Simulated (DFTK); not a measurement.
## NiO under changes of volume

One of the cells (9.076 Å³/atom); the others are scaled copies at fixed shape and fractional positions:

```
Ni O
1.0
     0.00000    2.08590    2.08590
     2.08590    0.00000    2.08590
     2.08590    2.08590    0.00000
Ni O
1 1
Direct
  0.00000 0.00000 0.00000
  0.50000 0.50000 0.50000
```

```yaml
Program: DFTK 0.8.2
Functional: r2SCAN
Potentials_or_basis: in-house norm-conserving set (r2SCAN, scalar relativistic)
Cutoff: 1388 eV
k_mesh: 7 × 7 × 7
Occupations: fermi-dirac, width 0.05 eV
Spin: collinear spin, ferromagnetic start
Starting_moments: "[1.0, 0.0] μB"
```

```tsv
volume (Å³/atom)	energy over the lowest point (meV/atom)	pressure (GPa)	gap on the mesh (eV)
8.531	?	?	?
8.713	15.56	12.0	0.73
8.894	4.93	6.7	0.80
9.076	0.00	2.0	0.87
9.257	0.17	-2.3	0.93
9.439	4.93	-6.1	0.99
9.620	13.79	-9.6	1.04
```

Q: What does the run at 8.531 Å³/atom give?

A: Energy over the lowest point 32.53 meV/atom; pressure 17.9 GPa; gap on the mesh 0.65 eV.

Worked out: A Birch-Murnaghan fit of order 3 (a polynomial in V^(-2/3)) to the other rows has its minimum at 9.16 Å³/atom with B0 = V·E''(V) = 216 GPa and B' = 4.5. It gives 32.62 meV/atom at 8.531 Å³/atom, against the run's 32.53, and -dE/dV = 18.1 GPa, against 17.9. A straight line through the other rows of the gap, of slope 3.15 eV per unit of ln V, extrapolates to 0.67 eV, against the run's 0.65.

Energies are extrapolated to zero smearing.

Caveats: an odd mesh through Γ misses points on the zone boundary, where band edges often lie; a cell with one magnetic atom can't hold antiferromagnetic order, which such compounds often take.
